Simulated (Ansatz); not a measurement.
# Si2Ni (Fm-3m) in Ansatz: notebook

Runs on Si2Ni. Level: PBE. Tasks: single point.

All numbers are computed with Ansatz 0.2.0; they aren't measurements. Logs are shortened: lines on timing, memory, paths and dates and some standing lists are left out, and cuts for length are marked.

### Step 1. The crystal as given

It takes space group Fm-3m (No. 225, cubic). The conventional cell has a = 5.406 Å, b = 5.406 Å, c = 5.406 Å, α = 90.00°, β = 90.00°, γ = 90.00°. Ni (site symmetry m-3m) has 8 Si at 2.34 Å as nearest neighbours. Around Si (site symmetry -43m) lie 4 Ni at 2.34 Å.

### Step 2. Single point, PBE, collinear spin, ferromagnetic start

File input.yaml:

```yaml
crystal:
  lattice:
    - [0.0, 2.703, 2.703]
    - [2.703, 0.0, 2.703]
    - [2.703, 2.703, 0.0]
  atoms:
    - { symbol: Ni, position: [0.0, 0.0, 0.0], spin: 0.2 }
    - { symbol: Si, position: [0.75, 0.75, 0.75] }
    - { symbol: Si, position: [0.25, 0.25, 0.25] }
hamiltonian:
  xc: pbe
  pseudopotentials: { kind: paw }
magnetization:
  spin_polarized: true
  initial_magnetization: 0.2
  spin_locking: { lock_magnetization: hard }
kpoints:
  mp_grid: { grid: [7, 7, 7] }
scf:
  occupations: { method: fermi_dirac, width: 0.05 }
  lower_state_search: "off"
output:
  forces: true
  stress: true
  eigenvalues: true
```

Potentials or basis: Ansatz PAW.

Run with:

```sh
ansatz run input.yaml --threads 2 --pin off --max-ram 5632MiB --backend cpu --events-out ev --progress --plain --runs-dir out
```

The program printed:

```text
Warning: output.stress: scf.convergence.dr2_threshold = 1e-7 eV (the SCF's general default) is looser than the 3e-10 eV advised for a printed stress (1e-10 eV for each atom of the cell: 3). What an SCF threshold leaves in a stress goes as its square root, and in the free energy as the threshold itself, and one threshold admits the most on a small cell: of the crystals measured, under no hybrid functional and no lock of the moments, on runs that ended without the residual-converged pass, on stresses that held no estimate of that error, the worst erred by over 100 MPa in a component at 1e-7 eV an atom and by under 5 at 1e-10. Set scf.convergence.dr2_threshold to 3e-10 eV or tighter. The threshold is an SCF's pass mark: one that does not reach it within its budget of iterations ends unconverged, or closes short of it on a stop that the run arms, and scf.convergence.dr2_threshold's page says what that costs each kind of run
Warning: RAYON_NUM_THREADS=2 ignored (pool sized by the plan → 2); use --threads N
Engine: ansatz 0.2.0, aarch64-unknown-linux-gnu
Pseudopotentials: kind: paw
Pseudopotential: Ni, paw, valence charge 18, recommended cutoff 420 eV (normal), Ni.paw.azcp
Pseudopotential: Si, paw, valence charge 4, recommended cutoff 420 eV (normal), Si.paw.azcp
Functional definition: PBE
  parameter kappa = 0.804
  parameter beta = 0.06672455060314922
  exchange = pbe_x(kappa = kappa, mu = beta*pi^2/3)
  correlation = pbe_c(beta = beta)
Crystal: 3 atoms, lattice volume = 39.497 Å³
Basis set: ecut = 420 eV, 749 PW (Γ), exchange–correlation on 54×54×54 points (8 copies of the dense FFT grid, shifted against one another)
Bands: 18, of which v1, the nominal top of the filled ones, is band 13 counted from 1 (12 counted from 0)
Symmetry: 48 space group operations
Space group: Fm-3m (ITA 225), of the structure as read, at distance tolerance 3.4e-5 Å
Magnetic group: BNS 225.116 (UNI 1618), of the structure as read, at distance tolerance 3.4e-5 Å
k-points: 20 of 343
Non-local potential: Ni, projectors of the file, l = 0: 3, l = 1: 2, l = 2: 3, l = 3: 1
Non-local potential: Si, projectors of the file, l = 0: 2, l = 1: 2, l = 2: 2
PAW form: soft (Blöchl's): semilocal exchange-correlation on the pseudo side does not see the compensation charge
PAW one-centre angular grid: Ni, 590 points (default); XC on 64 Gauss nodes
PAW one-centre angular grid: Si, 110 points (default); XC on 64 Gauss nodes
Initial density: superposition of atomic densities (chi_scale 0.1, normalization cell)
Starting moments: Σ|m| = 0.2 μB on 1 of 3 sites
Initial wavefunctions: pseudopotential atomic-orbital guess
Functional: x = pbe(κ = 0.804, μ = 0.2195149727645171), c = pbe(β = 0.06672455060314922)
SCF iter   1: F=—  HF=-7113.245229 eV  |F-HF|=—  |Δ(HF+E_count)|=         —  Δρ=5.45e-2 (↑4.32e-2 ↓5.45e-2)  dr2=4.44e0  dr2_m=1.30e-2  M=0.200 μB ∫|m|=0.200 μB  β_m=0.30  ethr=3.10e-3  ⟨swp⟩=5.7  Hψ=3494  notcnv=0
preconditioner: auto → none  [insulator: Δε(μ)=0.113 eV  Ē_g=9.495 eV  σ=0.050 eV  W_gap=0.50  n_scr=14 (ndim 8)  ℏωp=25.1 eV  f_vac=0.000  D(μ)=0.94/eV (n_scr^D=8)  ε∞_Penn≈8.0]
SCF iter   2: F=—  HF=-7113.366108 eV  |F-HF|=—  |Δ(HF+E_count)|=   1.21e-1  Δρ=9.40e-2 (↑9.40e-2 ↓9.02e-2)  dr2=8.43e0  dr2_m=1.94e-3  M=0.200 μB ∫|m|=0.200 μB  β_m=0.18  ethr=3.10e-3  ⟨swp⟩=3.0  Hψ=1871  notcnv=0  defer=15
preconditioner: auto → Kerker (q_TF=auto, 2.545 Å⁻¹)  [metal: Δε(μ)=0.052 eV  Ē_g=8.690 eV  σ=0.050 eV  W_gap=0.25  n_scr=14 (ndim 8)  ℏωp=25.1 eV  f_vac=0.000  D(μ)=1.23/eV (n_scr^D=14)]
[... 11 lines left out ...]
iter 12 did not close the SCF: its close was put off for a magnetic moment that had not settled (scf_convergence_deferred on its scf_iter line)
SCF iter  12: F=-7112.384360 eV  HF=-7112.384360 eV  |F-HF|=7.44e-10  |Δ(HF+E_count)|=   2.59e-9  Δρ=2.76e-6 (↑7.48e-7 ↓2.76e-6)  dr2=1.01e-9  dr2_m=1.05e-9  M=0.200 μB ∫|m|=0.206 μB  β_m=0.99  ethr=6.98e-11  ⟨swp⟩=2.0  Hψ=2234  notcnv=0
SCF iter  13: F=-7112.384360 eV  HF=-7112.384360 eV  |F-HF|=1.09e-11  |Δ(HF+E_count)|=  1.73e-10  Δρ=1.88e-7 (↑1.67e-7 ↓1.88e-7)  dr2=5.16e-12  dr2_m=9.80e-12  M=0.200 μB ∫|m|=0.206 μB  ethr=3.87e-12  ⟨swp⟩=1.1  Hψ=1755  notcnv=0
SCF 1 converged in 13 iterations: F = -7112.384360 eV  dr2 = 5.16e-12
SCF converged after 13 iterations
Stability checked in part: among states of this total moment the steps that led to this state did not find it unstable. No probe was made; neither looks for a lower state of another moment (fixed_total_moment; see scf.lower_state_search)
Magnetization: 0.2000 μB (13.1000 up, 12.9000 down)
Absolute magnetization: 0.2063 μB (∫|ρ↑−ρ↓|, with the PAW one-centre terms)
Spin contamination: 0.0003 ħ² per cell (⟨S²⟩ above its minimum at these occupations)
Per-site moments (μB) at R_I (Å): [(0.12136834233692687, 0.9656074999021016), (0.025068757320239967, 0.9656074999021016), (0.02506875732024, 0.9656074999021018)]
Free energy (F): -7112.384360 eV
Harris-Foulkes:  -7112.384360 eV  (|F-HF|=1.09e-11)
Internal energy: -7112.375567 eV  (E = F + TS)
E sigma→0 (E₀):  -7112.379963 eV
Entropy (-TS):   -0.008792 eV (-2.931 meV/atom)
Fermi energy:    13.257140 (↑ 13.552765, ↓ 12.961516) eV
--- Per-component energies (eV) ---
  E_band       = -344.342653
  E_kinetic    = 370.643898
  E_local      = -4905.459488  (includes V_loc(G=0)·N_el)
  E_nonlocal   = 679.344909
  E_hartree    = 2121.572558
  E_xc         = -199.404870
  E_vxc        = -208.672500  (∫ρ·V_xc dr)
  E_paw        = -2651.224219  (= ΣΔE_a)
  E_vpaw       = -523.345021  (= ΣTr[D̂ρ^β])
  E_aug_tail   = 0.000497  (compensation charges beyond the density's cutoff)
  E_ewald      = -2527.848854
  E_smearing   = -0.008792  (= −TS)
  E_closure    = -0.000000  (closes the sum)
  Σ components = -7112.384360   (vs F -7112.384360, Δ=0.00e0)
--- Forces (eV/Å), atoms counted from 1 ---
  atom   1  Ni    -0.00000000     0.00000000     0.00000000
  atom   2  Si    -0.00000000    -0.00000000     0.00000000
  atom   3  Si    -0.00000000    -0.00000000     0.00000000
  max |Σ_I F_I| component: 1.39e-16 eV/Å
--- Stress (GPa, compression-positive) ---
        3.115885      -0.000000       0.000000
       -0.000000       3.115885       0.000000
       -0.000000       0.000000       3.115885
  P = ⅓ Tr σ = 3.1159 GPa (31.159 kbar)
--- Band table (eV; the first three rows and the last of 40) ---
  k-point 0 ↑: bands = ["-91.4329", "-51.8265", "-51.8265", "-51.8265", "-0.6120", "8.0150", "8.0150", "8.0150", "9.7310", "9.7310", "12.9413", "14.9404", "14.9404", "14.9404", "15.5279", "15.5279", "15.5279", "17.9650"]
  k-point 1 ↑: bands = ["-91.4329", "-51.8267", "-51.8265", "-51.8265", "-0.3100", "7.4218", "8.1079", "8.1079", "9.6816", "9.6816", "12.1312", "13.8715", "13.9615", "13.9615", "16.2405", "16.2405", "17.3042", "17.5114"]
  k-point 2 ↑: bands = ["-91.4329", "-51.8271", "-51.8266", "-51.8266", "0.5798", "5.8841", "8.3086", "8.3086", "9.6622", "9.6622", "10.4092", "12.8390", "12.8390", "14.5031", "15.5290", "15.5290", "16.4943", "19.2344"]
  k-point 19 ↓: bands = ["-91.2752", "-51.6746", "-51.6745", "-51.6742", "4.1307", "4.2060", "6.1817", "7.2621", "9.4277", "9.5218", "9.9114", "10.2411", "10.9039", "14.5786", "16.3380", "17.9000", "19.3151", "20.7624"]
```

Run time: 1.7 s. Hardware: 2 threads of Arm Neoverse V1, shared host; peak memory 0.29 GiB.

What came out:

| Item | Value |
| --- | --- |
| Free energy | -7112.3844 eV |
| Pressure | 3.1 GPa |
| Net moment | 0.20 μB per cell |
| Absolute moment | 0.21 μB per cell |
| Site moments | Ni +0.12; Si +0.03 μB |

Caveat: the total moment is fixed, so each spin has its own Fermi level; the thresholds are loose for stress.

### Step 3. Single point, PBE, collinear spin, ferromagnetic start

Edit input.yaml of step 2 so:

```diff
@@ -6,3 +6,3 @@
   atoms:
-    - { symbol: Ni, position: [0.0, 0.0, 0.0], spin: 0.2 }
+    - { symbol: Ni, position: [0.0, 0.0, 0.0], spin: 0.5 }
     - { symbol: Si, position: [0.75, 0.75, 0.75] }
@@ -14,3 +14,3 @@
   spin_polarized: true
-  initial_magnetization: 0.2
+  initial_magnetization: 0.5
   spin_locking: { lock_magnetization: hard }
```

Potentials or basis: Ansatz PAW.

Run with:

```sh
ansatz run input.yaml --threads 2 --pin off --max-ram 5632MiB --backend cpu --events-out ev --progress --plain --runs-dir out
```

It took 1.6 s on 2 threads of Arm Neoverse V1, shared host; peak memory 0.29 GiB.

Results (log left out):

| Item | Value |
| --- | --- |
| Free energy | -7112.2636 eV |
| Pressure | 4.5 GPa |
| Net moment | 0.50 μB per cell |
| Absolute moment | 0.50 μB per cell |
| Site moments | Ni +0.25; Si +0.07 μB |

Caveat: the total moment is fixed, so each spin has its own Fermi level; the thresholds are loose for stress.

### Step 4. Single point, PBE, collinear spin, ferromagnetic start

Edit input.yaml of step 3 so:

```diff
@@ -6,3 +6,3 @@
   atoms:
-    - { symbol: Ni, position: [0.0, 0.0, 0.0], spin: 0.5 }
+    - { symbol: Ni, position: [0.0, 0.0, 0.0], spin: 0.8 }
     - { symbol: Si, position: [0.75, 0.75, 0.75] }
@@ -14,3 +14,3 @@
   spin_polarized: true
-  initial_magnetization: 0.5
+  initial_magnetization: 0.8
   spin_locking: { lock_magnetization: hard }
```

Run with:

```sh
ansatz run input.yaml --threads 2 --pin off --max-ram 5632MiB --backend cpu --events-out ev --progress --plain --runs-dir out
```

It took 1.4 s on 2 threads of Arm Neoverse V1, shared host; peak memory 0.29 GiB.

It converged, with:

| Quantity | Value |
| --- | --- |
| Free energy | -7112.0589 eV |
| Pressure | 6.0 GPa |
| Net moment | 0.80 μB per cell |
| Absolute moment | 0.80 μB per cell |
| Site moments | Ni +0.35; Si +0.11 μB |

Caveat: the total moment is fixed, so each spin has its own Fermi level; the thresholds are loose for stress.

### Step 5. Single point, PBE, collinear spin, ferromagnetic start

Edit input.yaml of step 4 so:

```diff
@@ -6,3 +6,3 @@
   atoms:
-    - { symbol: Ni, position: [0.0, 0.0, 0.0], spin: 0.8 }
+    - { symbol: Ni, position: [0.0, 0.0, 0.0], spin: 1.0 }
     - { symbol: Si, position: [0.75, 0.75, 0.75] }
@@ -14,3 +14,3 @@
   spin_polarized: true
-  initial_magnetization: 0.8
+  initial_magnetization: 1.0
   spin_locking: { lock_magnetization: hard }
```

Potentials or basis: Ansatz PAW.

Run with:

```sh
ansatz run input.yaml --threads 2 --pin off --max-ram 5632MiB --backend cpu --events-out ev --progress --plain --runs-dir out
```

The program printed:

```text
Warning: output.stress: scf.convergence.dr2_threshold = 1e-7 eV (the SCF's general default) is looser than the 3e-10 eV advised for a printed stress (1e-10 eV for each atom of the cell: 3). What an SCF threshold leaves in a stress goes as its square root, and in the free energy as the threshold itself, and one threshold admits the most on a small cell: of the crystals measured, under no hybrid functional and no lock of the moments, on runs that ended without the residual-converged pass, on stresses that held no estimate of that error, the worst erred by over 100 MPa in a component at 1e-7 eV an atom and by under 5 at 1e-10. Set scf.convergence.dr2_threshold to 3e-10 eV or tighter. The threshold is an SCF's pass mark: one that does not reach it within its budget of iterations ends unconverged, or closes short of it on a stop that the run arms, and scf.convergence.dr2_threshold's page says what that costs each kind of run
Warning: RAYON_NUM_THREADS=2 ignored (pool sized by the plan → 2); use --threads N
[... 9 set-up lines as earlier in the session ...]
Crystal: 3 atoms, lattice volume = 39.497 Å³
Basis set: ecut = 420 eV, 749 PW (Γ), exchange–correlation on 54×54×54 points (8 copies of the dense FFT grid, shifted against one another)
Bands: 18, of which v1, the nominal top of the filled ones, is band 13 counted from 1 (12 counted from 0)
[... 2 set-up lines as earlier in the session ...]
Magnetic group: BNS 225.116 (UNI 1618), of the structure as read, at distance tolerance 3.4e-5 Å
k-points: 20 of 343
[... 6 set-up lines as earlier in the session ...]
Starting moments: Σ|m| = 1 μB on 1 of 3 sites
[... 2 set-up lines as earlier in the session ...]
SCF iter   1: F=—  HF=-7112.567450 eV  |F-HF|=—  |Δ(HF+E_count)|=         —  Δρ=8.29e-2 (↑1.96e-2 ↓8.29e-2)  dr2=4.08e0  dr2_m=5.03e-1  M=1.000 μB ∫|m|=1.000 μB  β_m=0.30  ethr=3.10e-3  ⟨swp⟩=5.7  Hψ=3523  notcnv=0
preconditioner: auto → Kerker (q_TF=auto, 2.545 Å⁻¹)  [metal: Δε(μ)=0.087 eV  Ē_g=9.828 eV  σ=0.050 eV  W_gap=0.36  n_scr=14 (ndim 8)  ℏωp=25.1 eV  f_vac=0.000  D(μ)=1.25/eV (n_scr^D=14)]
spin=Collinear: Kerker preconditioning applied to the charge; magnetization (m = ρ↑ − ρ↓) channel mixes plain (no charge-response kernel on spin).
[... 11 lines left out ...]
SCF converged after 10 iterations
Stability checked in part: among states of this total moment the steps that led to this state did not find it unstable. No probe was made; neither looks for a lower state of another moment (fixed_total_moment; see scf.lower_state_search)
Magnetization: 1.0000 μB (13.5000 up, 12.5000 down)
Absolute magnetization: 1.0000 μB (∫|ρ↑−ρ↓|, with the PAW one-centre terms)
Spin contamination: 0.0008 ħ² per cell (⟨S²⟩ above its minimum at these occupations)
Per-site moments (μB) at R_I (Å): [(0.42441431724153855, 0.9656074999021016), (0.14074963380614652, 0.9656074999021016), (0.14074963380614655, 0.9656074999021018)]
Free energy (F): -7111.876012 eV
Harris-Foulkes:  -7111.876012 eV  (|F-HF|=2.38e-9)
Internal energy: -7111.863747 eV  (E = F + TS)
E sigma→0 (E₀):  -7111.869880 eV
Entropy (-TS):   -0.012265 eV (-4.088 meV/atom)
Fermi energy:    12.956825 (↑ 13.922009, ↓ 11.991641) eV
--- Per-component energies (eV) ---
  E_band       = -344.094377
  E_kinetic    = 370.955866
  E_local      = -4906.692086  (includes V_loc(G=0)·N_el)
  E_nonlocal   = 681.279335
  E_hartree    = 2121.865225
  E_xc         = -199.455591
  E_vxc        = -208.684735  (∫ρ·V_xc dr)
  E_paw        = -2651.968142  (= ΣΔE_a)
  E_vpaw       = -524.682248  (= ΣTr[D̂ρ^β])
  E_aug_tail   = 0.000499  (compensation charges beyond the density's cutoff)
  E_ewald      = -2527.848854
  E_smearing   = -0.012265  (= −TS)
  E_closure    = 0.000000  (closes the sum)
  Σ components = -7111.876012   (vs F -7111.876012, Δ=0.00e0)
--- Forces (eV/Å), atoms counted from 1 ---
  atom   1  Ni    -0.00000000     0.00000000     0.00000000
  atom   2  Si    -0.00000000     0.00000000    -0.00000000
  atom   3  Si     0.00000000    -0.00000000     0.00000000
  max |Σ_I F_I| component: 9.25e-18 eV/Å
--- Stress (GPa, compression-positive) ---
        7.279777       0.000000       0.000000
       -0.000000       7.279777       0.000000
        0.000000       0.000000       7.279777
  P = ⅓ Tr σ = 7.2798 GPa (72.798 kbar)
--- Band table (eV; the first three rows and the last of 40) ---
  k-point 0 ↑: bands = ["-91.6045", "-51.9977", "-51.9977", "-51.9977", "-0.7353", "7.8578", "7.8578", "7.8578", "9.5948", "9.5948", "12.8123", "14.7867", "14.7867", "14.7867", "15.4084", "15.4084", "15.4084", "17.8426"]
  k-point 1 ↑: bands = ["-91.6045", "-51.9979", "-51.9977", "-51.9977", "-0.4333", "7.2738", "7.9504", "7.9504", "9.5457", "9.5457", "11.9790", "13.7457", "13.8205", "13.8205", "16.1048", "16.1048", "17.1720", "17.3933"]
  k-point 2 ↑: bands = ["-91.6045", "-51.9982", "-51.9978", "-51.9978", "0.4564", "5.7512", "8.1521", "8.1521", "9.5240", "9.5240", "10.2466", "12.7036", "12.7036", "14.3724", "15.3929", "15.3929", "16.3632", "19.1130"]
  k-point 19 ↓: bands = ["-91.0973", "-51.5065", "-51.5064", "-51.5061", "4.2542", "4.3344", "6.2861", "7.3734", "9.5560", "9.6639", "10.0568", "10.3503", "11.0144", "14.7322", "16.4888", "18.0172", "19.4285", "20.9118"]
```

Run time: 1.5 s. Hardware: 2 threads of Arm Neoverse V1, shared host; peak memory 0.29 GiB.

Results:

```yaml
Free_energy: -7111.8760 eV
Pressure: 7.3 GPa
Net_moment: 1.00 μB per cell
Absolute_moment: 1.00 μB per cell
Site_moments: Ni +0.42; Si +0.14 μB
```

Caveat: the total moment is fixed, so each spin has its own Fermi level; the thresholds are loose for stress.

### Step 6. Single point, PBE, collinear spin, ferromagnetic start

Edit input.yaml of step 5 so:

```diff
@@ -6,3 +6,3 @@
   atoms:
-    - { symbol: Ni, position: [0.0, 0.0, 0.0], spin: 1.0 }
+    - { symbol: Ni, position: [0.0, 0.0, 0.0], spin: 1.2 }
     - { symbol: Si, position: [0.75, 0.75, 0.75] }
@@ -14,3 +14,3 @@
   spin_polarized: true
-  initial_magnetization: 1.0
+  initial_magnetization: 1.2
   spin_locking: { lock_magnetization: hard }
```

Potentials or basis: Ansatz PAW.

Run with:

```sh
ansatz run input.yaml --threads 2 --pin off --max-ram 5632MiB --backend cpu --events-out ev --progress --plain --runs-dir out
```

It took 1.7 s on 2 threads of Arm Neoverse V1, shared host; peak memory 0.29 GiB.

The run converged. Its results:

```yaml
Free_energy: -7111.6706 eV
Pressure: 8.5 GPa
Net_moment: 1.20 μB per cell
Absolute_moment: 1.20 μB per cell
Site_moments: Ni +0.51; Si +0.17 μB
```

Caveat: the total moment is fixed, so each spin has its own Fermi level; the thresholds are loose for stress.

### Step 7. The runs side by side

| fixed moment (μB) | pressure (GPa) | moment (μB) |
| --- | --- | --- |
| 0.2 | 3.1 | 0.20 |
| 0.5 | 4.5 | 0.50 |
| 0.8 | 6.0 | 0.80 |
| 1.0 | 7.3 | 1.00 |
| 1.2 | 8.5 | 1.20 |

Alike in all rows: task single point; level PBE; potentials or basis Ansatz PAW; spin collinear, ferromagnetic start; cell as given; k mesh 7 × 7 × 7; cutoff (eV) 420; smearing fermi-dirac 0.05 eV.

Caveats: the total moment is fixed, so each spin has its own Fermi level; the thresholds are loose for stress.

Total energies depend on the potentials used, so only differences within one code and one set of settings carry meaning.
